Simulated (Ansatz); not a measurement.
# Pt: the cost of one run

Program: Ansatz 0.2.0. Level of theory: DFT PBE, scalar-relativistic, plane waves, PAW. These are calculated values, not measurements.

2 further runs of the same task are left out: 2 set aside as unsound or not needed.

## 1. The system as given

It takes space group Fm-3m (No. 225, cubic). The conventional cell has a = 3.970 Å, b = 3.970 Å, c = 3.970 Å, α = 90.00°, β = 90.00°, γ = 90.00°. Pt (site symmetry m-3m) is surrounded by 12 Pt at 2.81 Å.

Coordinates:

```
Pt
1.0
     0.00000    1.98506    1.98506
     1.98506    0.00000    1.98506
     1.98506    1.98506    0.00000
Pt
1
Direct
  0.00000 0.00000 0.00000
```

This cell was relaxed beforehand with the same method: volume 15.64 Å³/atom, gap on the mesh none (metal).

## 2. Cutting the slab

Planes are indexed in the bulk's conventional cell (Fm-3m (No. 225)), a = 3.970 Å, b = 3.970 Å, c = 3.970 Å, α = 90.00°, β = 90.00°, γ = 90.00°.

A (111) slab, 6.9 Å thick as cut, with 17 Å of vacuum, in a 2×1 surface cell; its outer planes are Pt (top) and Pt (bottom).

The slab as cut. Its planes from the bottom up:

| plane | atoms per cell | height over the lowest (Å) |
| --- | --- | --- |
| 1 | Pt2 | 0.00 |
| 2 | Pt2 | 2.29 |
| 3 | Pt2 | 4.58 |
| 4 | Pt2 | 6.88 |

## 3. Relaxing the clean slab

The input, input.yaml:

```yaml
crystal:
  lattice:
    - [5.6145890053, 0.0, 0.0]
    - [-1.4036472513, 2.4311883552, 0.0]
    - [0.0, 0.0, 23.8764390892]
  atoms:
    - { symbol: Pt, position: [0.3333333333, 0.3333333333, 0.3559994842] }
    - { symbol: Pt, position: [0.8333333333, 0.3333333333, 0.3559994842] }
    - { symbol: Pt, position: [0.6666666667, 0.6666666667, 0.4519998281] }
    - { symbol: Pt, position: [0.1666666667, 0.6666666667, 0.4519998281] }
    - { symbol: Pt, position: [0.0, 0.0, 0.5480001719] }
    - { symbol: Pt, position: [0.5, 0.0, 0.5480001719] }
    - { symbol: Pt, position: [0.3333333333, 0.3333333333, 0.6440005158] }
    - { symbol: Pt, position: [0.8333333333, 0.3333333333, 0.6440005158] }
basis:
  ecutwfc: 420
kpoints:
  mp_grid: { grid: [6, 12, 1] }
hamiltonian:
  xc: pbe
scf:
  occupations: { method: gaussian, width: 0.1 }
output:
  forces: true
  eigenvalues: true
relax:
  adjacent_minimum: "off"
  f_tol: 0.03
  max_steps: 70
  constraints: [{ sites: [0, 1, 2, 3] }]
efield:
  axis: 3
  dipole_correction: true
```

On the command line:

```bash
$ ansatz run input.yaml --threads 2 --pin off --max-ram 5120MiB --backend cpu --events-out ev --progress --plain --runs-dir out
```

**Question.** How long does this run take on 2 threads of Intel Xeon Platinum 8375C at 2.90GHz (Ice Lake), shared host, and how much memory does it need?

About 70 s, with a peak of 0.97 GiB.
